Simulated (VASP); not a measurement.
# Co2PtO4 in VASP: reference runs

Reference runs on Co2PtO4: the cell as given.

All numbers are computed with VASP 6.6.1; they aren't measurements. Logs are shortened: lines on timing, memory, paths and dates and some standing lists are left out, and cuts for length are marked.

**1. The undisturbed crystal**

The cell holds a slab with vacuum, 7 atoms: a = 2.825 Å, b = 2.825 Å, c = 22.879 Å, α = 90.00°, β = 90.00°, γ = 120.00°.

**2. Single point, PBE, collinear spin, ferromagnetic start (the (0 0 1) slab of CoPtO2, cut from the database cell, not relaxed)**

Input file INCAR:

```
SYSTEM = Co2PtO4
PREC = Accurate ; ENCUT = 520
EDIFF = 1E-7 ; ISMEAR = -1
SIGMA = 0.05 ; LREAL = .FALSE.
LASPH = .TRUE. ; NELM = 100
ALGO = Normal ; ISIF = 2
LWAVE = .FALSE. ; LCHARG = .FALSE.
ISPIN = 2 ; MAGMOM = 0 0 0 0 2 2 0
LORBIT = 11 ; LMAXMIX = 4
LDIPOL = .TRUE. ; IDIPOL = 3
DIPOL = 0.5 0.5 0.500 ; GGA = PE
NBANDS = 39
```

Input file KPOINTS:

```
regular mesh
0
G
  11 11 1
  0 0 0
```

Input file POSCAR:

```
Co2PtO4
1.0
    2.8245398345      0.0000000000      0.0000000000
   -1.4122699173      2.4461232507      0.0000000000
    0.0000000000      0.0000000000     22.8788124025
O Co Pt
4 2 1
Direct
    0.0000000000      0.0000000000      0.3278142182
    0.6666666667      0.3333333333      0.4125836222
    0.6666666667      0.3333333333      0.5874163778
    0.3333333333      0.6666666667      0.6721857818
    0.3333333333      0.6666666667      0.3701989202
    0.0000000000      0.0000000000      0.6298010798
    0.6666666667      0.3333333333      0.5000000000
```

Potentials or basis: VASP PAW PBE potentials, release 64 (O, Co, Pt).

Launch:

```sh
> cat potpaw_PBE.64/O/POTCAR potpaw_PBE.64/Co/POTCAR potpaw_PBE.64/Pt/POTCAR > POTCAR
> mpirun -np 1 vasp_std > vasp.out
```

OUTCAR:

```text
SYSTEM = Co2PtO4
   PREC = Accurate
   ENCUT = 520
   EDIFF = 1E-7
   ISMEAR = -1
   LREAL = .FALSE.
   LASPH = .TRUE.
   NELM = 100
   ISIF = 2
   ISPIN = 2
   LORBIT = 11
   GGA = PE

 ion  position               nearest neighbor table
   1  0.000  0.000  0.328-   5 1.90   5 1.90   5 1.90
   2  0.667  0.333  0.413-   5 1.90   5 1.90   5 1.90   7 2.00
   3  0.667  0.333  0.587-   6 1.90   6 1.90   6 1.90   7 2.00
   4  0.333  0.667  0.672-   6 1.90   6 1.90   6 1.90
   5  0.333  0.667  0.370-   2 1.90   2 1.90   1 1.90   1 1.90   1 1.90   2 1.90
   6  0.000  0.000  0.630-   4 1.90   3 1.90   4 1.90   3 1.90   4 1.90   3 1.90
   7  0.667  0.333  0.500-   2 2.00   3 2.00

  LATTYP: Found a hexagonal cell.
 ALAT       =     2.8245398345
 C/A-ratio  =     8.1000140706

  Lattice vectors:

 A1 = (   2.8245398345,   0.0000000000,   0.0000000000)
 A2 = (  -1.4122699173,   2.4461232507,   0.0000000000)
 A3 = (   0.0000000000,   0.0000000000,  22.8788124025)

Analysis of symmetry for initial positions (statically):
=====================================================================
 Subroutine PRICEL returns:
 Original cell was already a primitive cell.

 Routine SETGRP: Setting up the symmetry group for a
 hexagonal supercell.

 Subroutine GETGRP returns: Found 12 space group operations
 (whereof  6 operations were pure point group operations)
 out of a pool of 24 trial point group operations.

The static configuration has the point symmetry C_3v.
 The point group associated with its full space group is D_3d.

Analysis of symmetry for dynamics (positions and initial velocities):
=====================================================================
 Subroutine PRICEL returns:
 Original cell was already a primitive cell.

 Routine SETGRP: Setting up the symmetry group for a
 hexagonal supercell.

 Subroutine GETGRP returns: Found 12 space group operations
 (whereof  6 operations were pure point group operations)
 out of a pool of 24 trial point group operations.

The dynamic configuration has the point symmetry C_3v.
 The point group associated with its full space group is D_3d.

Analysis of structural, dynamic, and magnetic symmetry:
=====================================================================
 Subroutine PRICEL returns:
 Original cell was already a primitive cell.

 Routine SETGRP: Setting up the symmetry group for a
 hexagonal supercell.

 Subroutine GETGRP returns: Found 12 space group operations
 (whereof  6 operations were pure point group operations)
 out of a pool of 24 trial point group operations.

The overall configuration has the point symmetry C_3v.
 The point group associated with its full space group is D_3d.

 Subroutine INISYM returns: Found 12 space group operations
 (whereof  6 operations are pure point group operations),
 and found     1 'primitive' translations

----------------------------------------------------------------------------------------

                                     Primitive cell

  volume of cell :     158.0737

  direct lattice vectors                    reciprocal lattice vectors
     2.824539834  0.000000000  0.000000000     0.354039971  0.204405072  0.000000000
    -1.412269917  2.446123251  0.000000000     0.000000000  0.408810145  0.000000000
     0.000000000  0.000000000 22.878812402     0.000000000  0.000000000  0.043708562

  length of vectors
     2.824539834  2.824539835 22.878812402     0.408810145  0.408810145  0.043708562

  position of ions in fractional coordinates (direct lattice)
     0.000000000  0.000000000  0.327814218
     0.666666667  0.333333333  0.412583622
     0.666666667  0.333333333  0.587416378
     0.333333333  0.666666667  0.672185782
     0.333333333  0.666666667  0.370198920
     0.000000000  0.000000000  0.629801080
     0.666666667  0.333333333  0.500000000

  ion indices of the primitive-cell ions
   primitive index   ion index
                 1           1
                 2           2
                 3           3
                 4           4
                 5           5
                 6           6
                 7           7

----------------------------------------------------------------------------------------

 KPOINTS: regular mesh

Automatic generation of k-mesh.
 Grid dimensions read from file:
 generate k-points for:   11   11    1

 Generating k-lattice:

  Cartesian coordinates                     Fractional coordinates (reciprocal lattice)
     0.032185452  0.018582279  0.000000000     0.090909091  0.000000000  0.000000000
     0.000000000  0.037164559  0.000000000     0.000000000  0.090909091  0.000000000
     0.000000000  0.000000000  0.043708562     0.000000000  0.000000000  1.000000000

  Length of vectors
     0.037164559  0.037164559  0.043708562

  Shift w.r.t. Gamma in fractional coordinates (k-lattice)
     0.000000000  0.000000000  0.000000000

 Subroutine IBZKPT returns following result:
 ===========================================

 Found     16 irreducible k-points:

 Following reciprocal coordinates:
            Coordinates               Weight
  0.000000  0.000000  0.000000      1.000000
  0.090909 -0.000000  0.000000      6.000000
  0.181818  0.000000  0.000000      6.000000
  0.272727  0.000000  0.000000      6.000000
  0.363636 -0.000000  0.000000      6.000000
  0.454545  0.000000  0.000000      6.000000
[... 8 lines left out ...]
  0.272727  0.272727  0.000000      6.000000
  0.363636  0.272727  0.000000      6.000000
   k-points           NKPTS =     16   k-points in BZ     NKDIM =     16   number of bands    NBANDS=     39
   number of dos      NEDOS =    301   number of ions     NIONS =      7
   total plane-waves  NPLWV = 103680
   dimension x,y,z NGX =    24 NGY =   24 NGZ =  180
   dimension x,y,z NGXF=    48 NGYF=   48 NGZF=  360
   ions per type =               4   2   1
   NGX,Y,Z   is equivalent  to a cutoff of  14.13, 14.13, 13.08 a.u.
   NGXF,Y,Z  is equivalent  to a cutoff of  28.25, 28.25, 26.16 a.u.
 SYSTEM =  Co2PtO4
   PREC   = accura    normal or accurate (medium, high low for compatibility)
   ISTART =      0    job   : 0-new  1-cont  2-samecut
   ICHARG =      2    charge: 1-file 2-atom 10-const
   ISPIN  =      2    spin polarized calculation?
   LNONCOLLINEAR =      F non collinear calculations
   LSORBIT =      F    spin-orbit coupling
   LASPH  =      T    aspherical Exc in radial PAW
   ENCUT  =  520.0 eV  38.22 Ry    6.18 a.u.   5.25  5.25 42.54*2*pi/ulx,y,z
   NELM   =    100;   NELMIN=  2; NELMDL= -5     # of ELM steps
   EDIFF  = 0.1E-06   stopping-criterion for ELM
   LREAL  =      F    real-space projection
   EDIFFG = 0.1E-05   stopping-criterion for IOM
   NSW    =      0    number of steps for IOM
   IBRION =     -1    ionic relax: 0-MD 1-quasi-New 2-CG
   NFREE  =      0    steps in history (QN), initial steepest desc. (CG)
   ISIF   =      2    stress and relaxation
   ISYM   =      2    0-nonsym 1-usesym 2-fastsym
   POTIM  = 0.5000    time-step for ionic-motion
   TEBEG  =    0.0;   TEEND  =   0.0 temperature during run
   PSTRESS=    0.0 pullay stress
   NELECT =      52.0000    total number of electrons
   NUPDOWN=      -1.0000    fix difference up-down
   EMIN   =  10.00;   EMAX   =-10.00  energy-range for DOS
   EFERMI =   0.00;   METHOD = LEGACY
   ISMEAR =    -1;   SIGMA  =   0.05  broadening in eV -4-tet -1-fermi 0-gaus
   EFERMI_NEDOS =   21; number of points for ismear=-14 and -15
   IALGO  =     38    algorithm
   IMIX   =      4    mixing-type and parameters
     AMIX     =   0.40;   BMIX     =  1.00
     AMIX_MAG =   1.60;   BMIX_MAG =  1.00
  volume/ion in A,a.u.               =      22.58       152.39
  Fermi-wavevector in a.u.,A,eV,Ry     =   1.130115  2.135608 17.376826  1.277161
  Thomas-Fermi vector in A             =   2.266811
   LORBIT       =     11    0 simple, 1 ext, 2 COOP (PROOUT), +10 PAW based schemes
   GGA     = PE    functional components
   LHFCALC =     F    Hartree Fock is set to
   AEXX    =    0.0000 exact exchange contribution
   IVDW    =     0    specifies the selected vdW correction
   LEPSILON=     F    determine dielectric tensor
   LRPA    =     F    only Hartree local field effects (RPA)
 spin polarized calculation
  energy-cutoff  :      520.00
  volume of cell :      158.07
 maximum number of plane-waves:      4284
 NGX is ok and might be reduce to    24
   NGX = 11   NGY = 11   NGZ = 85

 dipolmoment           0.000000      0.000000      0.000000 electrons x Angstroem

 number of electron      52.0000009 magnetization       0.8951189

 dipolmoment           0.000000      0.000000     -0.000000 electrons x Angstroem

 Free energy of the ion-electron system (eV)
  ---------------------------------------------------
  ext. energy  EPLUGINS =         0.00000000
  ---------------------------------------------------
  free energy    TOTEN  =       -46.01950173 eV

  energy without entropy =      -45.97986104  energy(sigma->0) =      -45.99968138

 E-fermi :  -1.3982     XC(G=0):  -5.8096

 val. band max:       -1.4012143107   @ k =   0.3636   0.2727   0.0000
 cond. band min:      -1.3813948595   @ k =   0.2727   0.2727   0.0000
 fundamental gap:      0.0198194512
 Fermi energy:        -1.3982182021

 spin component 1

 k-point     1 :       0.0000    0.0000    0.0000
  band No.  band energies     occupation
      1     -21.9805      1.00000
      2     -21.7557      1.00000
      3     -19.5426      1.00000
      4     -19.4451      1.00000
      5      -9.5785      1.00000
      6      -8.1390      1.00000
[... 30 lines left out ...]
     37       7.6381      0.00000
     38       7.9372      0.00000
[... 613 lines left out ...]
     37      12.4075      0.00000
     38      12.4467      0.00000
 Fermi energy:        -1.3982182021

 spin component 2

 k-point     1 :       0.0000    0.0000    0.0000
  band No.  band energies     occupation
      1     -21.9335      1.00000
      2     -21.7052      1.00000
      3     -19.4413      1.00000
      4     -19.3459      1.00000
      5      -9.5118      1.00000
      6      -8.1343      1.00000
[... 30 lines left out ...]
     37       7.6908      0.00000
     38       8.0096      0.00000
[... 613 lines left out ...]
     37      12.4554      0.00000
     38      12.5182      0.00000
 [bands above 38 left out]

------------------------ aborting loop because EDIFF is reached ----------------------------------------

 vacuum level on the upper side and lower side of the slab       (xc-potential included)         0.002         0.002

  FORCE on cell =-STRESS in cart. coord.  units (eV):
  Direction    XX          YY          ZZ          XY          YZ          ZX
  --------------------------------------------------------------------------------------
  -------------------------------------------------------------------------------------
  Total        0.3626277      0.3626277      0.3987430     -0.0000000      0.0000000      0.0000000
  in kB        3.6754632      3.6754632      4.0415143     -0.0000000      0.0000000      0.0000000
  external PRESSURE =       3.7974803 kB  Pullay stress =       0.0000000 kB

 VOLUME and BASIS-vectors are now :
 -----------------------------------------------------------------------------
  energy-cutoff  :      520.00
  volume of cell :      158.07
      direct lattice vectors                 reciprocal lattice vectors
     2.824539834  0.000000000  0.000000000     0.354039971  0.204405072  0.000000000
    -1.412269917  2.446123251  0.000000000     0.000000000  0.408810145  0.000000000
     0.000000000  0.000000000 22.878812402     0.000000000  0.000000000  0.043708562

 POSITION                                       TOTAL-FORCE (eV/Angst)
 -----------------------------------------------------------------------------------
      0.00000      0.00000      7.50000        -0.000000      0.000000      1.050542
      1.41227      0.81537      9.43942         0.000000      0.000000      0.346914
      1.41227      0.81537     13.43939        -0.000000     -0.000000     -0.346914
     -0.00000      1.63075     15.37881         0.000000     -0.000000     -1.050542
     -0.00000      1.63075      8.46971        -0.000000     -0.000000     -1.712538
      0.00000      0.00000     14.40910         0.000000     -0.000000      1.712538
      1.41227      0.81537     11.43941         0.000000     -0.000000     -0.000000
 -----------------------------------------------------------------------------------
    total drift:                               -0.000000      0.000000     -0.000000

  FREE ENERGIE OF THE ION-ELECTRON SYSTEM (eV)
  ---------------------------------------------------
  free  energy   TOTEN  =       -46.0195017283 eV

  energy  without entropy=      -45.9798610353  energy(sigma->0) =      -45.99968138

 vacuum level on the upper side and lower side of the slab         6.290         6.290

 total charge

# of ion       s       p       d       tot
------------------------------------------
    1        1.588   3.323   0.000   4.910
    2        1.560   3.462   0.000   5.022
    3        1.560   3.462   0.000   5.022
    4        1.588   3.323   0.000   4.910
    5        0.443   0.684   7.277   8.404
    6        0.443   0.684   7.277   8.404
    7        0.651   0.574   7.991   9.216
--------------------------------------------------
tot          7.833  15.511  22.544  45.888

 magnetization (x)

# of ion       s       p       d       tot
------------------------------------------
    1        0.001   0.065   0.000   0.066
    2        0.000   0.021   0.000   0.022
    3        0.000   0.021   0.000   0.022
    4        0.001   0.065   0.000   0.066
    5        0.003   0.006   0.331   0.341
    6        0.003   0.006   0.331   0.341
    7        0.001   0.001   0.004   0.006
--------------------------------------------------
tot          0.010   0.187   0.666   0.862
```

Run time: 5.8 min. Hardware: 1 thread of Intel Xeon Platinum 8488C (Sapphire Rapids), shared host; peak memory 0.48 GiB.

What came out:

| Item | Value |
| --- | --- |
| Free energy | -46.0195 eV |
| Largest force | 1.713 eV/Å |
| Band gap on the k mesh | none (metal or under the smearing width) |
| Net moment | 0.90 μB per cell |
| Site moments | O +0.07, +0.02; Co +0.34; Pt +0.01 μB |
| Valence electrons inside the program's atomic spheres | O 4.91, 5.02; Co 8.40; Pt 9.22 |

Forces on the atoms (eV/Å):
```
O    0.000  0.000  1.051
O    0.000  0.000  0.347
O    0.000  0.000 -0.347
O    0.000  0.000 -1.051
Co   0.000  0.000 -1.713
Co   0.000  0.000  1.713
Pt   0.000  0.000  0.000
```

Caveat: semilocal functionals often make such compounds metallic where correlation or magnetic order opens a gap, which also shifts bond lengths. The run has no spin-orbit coupling, so splittings on Pt are missing.
